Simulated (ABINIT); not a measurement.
Crystal: SiC (Moissanite).

```xyz
4
Lattice="3.0760 0.0000 0.0000 -1.5380 2.6639 0.0000 0.0000 0.0000 5.0480" Properties=species:S:1:pos:R:3 pbc="T T T"
Si    1.5380    0.8880    2.5240
Si    0.0000    1.7759    0.0000
C     1.5380    0.8880    4.4675
C     0.0000    1.7759    1.9435
```

Base run:

| Quantity | Value |
| --- | --- |
| Program | ABINIT 10.8.3 (patched build) |
| Functional | PBEsol |
| Potentials or basis | JTH PAW PBE v2.0 |
| Cutoff | 544 eV |
| k mesh | 6 × 6 × 3 |
| Occupations | fermi-dirac, width 0.05 eV |
| Spin | no spin polarisation |

Its results: band gap on the k mesh 2.17 eV, indirect (least direct gap 3.97 eV); pressure -0.2 GPa; largest force 0.737 eV/Å.

The run is repeated on the same cell with these changes: k mesh from 6 × 6 × 3 to 4 × 4 × 2. What comes out?

Band gap on the k mesh 2.45 eV, indirect (least direct gap 3.95 eV); pressure 0.1 GPa; largest force 0.668 eV/Å.

Caveats: some runs use coarse meshes; the PAW data sets were made with another functional, which shifts forces and pressure a little; an odd mesh through Γ misses points on the zone boundary, where band edges often lie (some runs).
